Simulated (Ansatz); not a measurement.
**C3H9N: a ladder of functionals and wavefunction methods**

One table from this session's results is given with a row withheld; the runs are named, their logs left out.

Computed with Ansatz 0.2.0, Gaussian basis. Level: functionals in def2-TZVPP, the program's frozen cores in correlated methods.

Plan: PBE-D4, r2SCAN-D4, PBE0-D4, B3LYP-D4, ωB97X-V, ωB97M-V, B2PLYP; CCSD(T)/def2-TZVPP; MP2/def2-QZVPP; extrapolation to the limit.

### The geometry

The geometry comes from an earlier relaxation with PBE0-D4 in a triple-zeta def2 set; it is a stationary point, not always the lowest conformer.

SMILES `CCCN`, 13 atoms, charge 0, spin multiplicity 1.

Atoms are counted from 1 here; the program's logs count them from 0.

Bond lengths: C1–C2 1.519 Å, C1–H5 1.092 Å, C1–H6 1.094 Å, C1–H7 1.093 Å, C2–C3 1.526 Å, C2–H8 1.097 Å, C2–H9 1.096 Å, C3–N4 1.453 Å, C3–H10 1.096 Å, C3–H11 1.095 Å, N4–H12 1.013 Å, N4–H13 1.012 Å. Angles: C2–C1–H5 111.5°, C2–C1–H6 111.1°, C2–C1–H7 111.6°, H5–C1–H6 107.7°, H5–C1–H7 107.1°, H6–C1–H7 107.7°, C1–C2–C3 113.6°, C1–C2–H8 109.8°, C1–C2–H9 109.6°, C3–C2–H8 108.9°, C3–C2–H9 108.5°, H8–C2–H9 106.2°, C2–C3–N4 116.6°, C2–C3–H10 109.2°, C2–C3–H11 109.1°, N4–C3–H10 107.6°, N4–C3–H11 107.8°, H10–C3–H11 106.0° and more.

As a file:

```mol
C3H9N
  3D, bonds by distance, orders not assigned

 13 12  0  0  0  0  0  0  0  0999 V2000
   -1.3779    0.2218    0.5097 C   0  0
   -0.2983   -0.7887    0.1630 C   0  0
    1.0991   -0.1823    0.0676 C   0  0
    1.3040    0.8225   -0.9615 N   0  0
   -2.3590   -0.2515    0.5881 H   0  0
   -1.1672    0.7093    1.4665 H   0  0
   -1.4569    1.0032   -0.2510 H   0  0
   -0.5397   -1.2776   -0.7889 H   0  0
   -0.2826   -1.5827    0.9186 H   0  0
    1.3617    0.2703    1.0306 H   0  0
    1.8268   -0.9831   -0.0980 H   0  0
    1.0662    0.4514   -1.8738 H   0  0
    0.7091    1.6263   -0.8058 H   0  0
  1  2  8  0
  2  3  8  0
  3  4  8  0
  1  5  8  0
  1  6  8  0
  1  7  8  0
  2  8  8  0
  2  9  8  0
  3 10  8  0
  3 11  8  0
  4 12  8  0
  4 13  8  0
M  END
```

The first run:

in.yaml

```yaml
crystal:
  periodic: [false, false, false]
  atoms:
    - {symbol: C, position_ang: [-1.377876, 0.221753, 0.509745]}
    - {symbol: C, position_ang: [-0.298271, -0.788717, 0.162997]}
    - {symbol: C, position_ang: [1.099076, -0.182328, 0.067598]}
    - {symbol: N, position_ang: [1.303968, 0.822507, -0.961473]}
    - {symbol: H, position_ang: [-2.358955, -0.251464, 0.588101]}
    - {symbol: H, position_ang: [-1.167210, 0.709315, 1.466473]}
    - {symbol: H, position_ang: [-1.456854, 1.003163, -0.250999]}
    - {symbol: H, position_ang: [-0.539687, -1.277574, -0.788927]}
    - {symbol: H, position_ang: [-0.282641, -1.582687, 0.918557]}
    - {symbol: H, position_ang: [1.361748, 0.270284, 1.030649]}
    - {symbol: H, position_ang: [1.826802, -0.983082, -0.098032]}
    - {symbol: H, position_ang: [1.066232, 0.451384, -1.873829]}
    - {symbol: H, position_ang: [0.709064, 1.626346, -0.805761]}
basis:
  gaussian: {orbitals: def2-TZVPP}
hamiltonian: {xc: pbe, dispersion: d4}
output: {forces: true, orbitals: {seedname: orbitals}}
```

The run is started by

```console
$ ansatz run in.yaml --threads 4 --pin off --events-out ev --progress --plain --max-ram 10444MiB
```

Steps of the session up to this table: PBE-D4 (GGA); r2SCAN-D4 (meta-GGA); PBE0-D4 (hybrid); B3LYP-D4 (hybrid); ωB97X-V (range-separated); ωB97M-V (range-separated); B2PLYP (double hybrid); CCSD(T) in def2-TZVPP; MP2 in def2-QZVPP.

One table of the session follows, with a row left open; its other results are not shown here.

| method | atoms, summed (eV) | atomisation energy (kcal/mol) |
| --- | --- | --- |
| PBE-D4 | -4691.695 | 1193.7 |
| r2SCAN-D4 | -4696.117 | 1171.1 |
| PBE0-D4 | -4693.128 | 1178.1 |
| B3LYP-D4 | -4699.455 | 1176.3 |
| ωB97X-V | -4697.515 | 1175.0 |
| ωB97M-V | -4696.108 | 1176.5 |
| B2PLYP | -4694.996 | 1162.7 |
| HF/def2-TZVPP | -4679.773 | 864.7 |
| MP2/def2-TZVPP | -4687.751 | 1152.5 |
| CCSD/def2-TZVPP | -4689.854 | 1132.0 |
| CCSD(T)/def2-TZVPP | ? | ? |
| MP2/CBS | -4689.141 | 1179.6 |
| CCSD(T)/CBS | -4691.471 | 1172.6 |

Estimate the missing values for CCSD(T)/def2-TZVPP.

As computed: atoms, summed (eV): -4690.082; atomisation energy (kcal/mol): 1145.5. In the column «atoms, summed (eV)» it lies between CCSD(T)/CBS (-4691.471) and CCSD/def2-TZVPP (-4689.854).
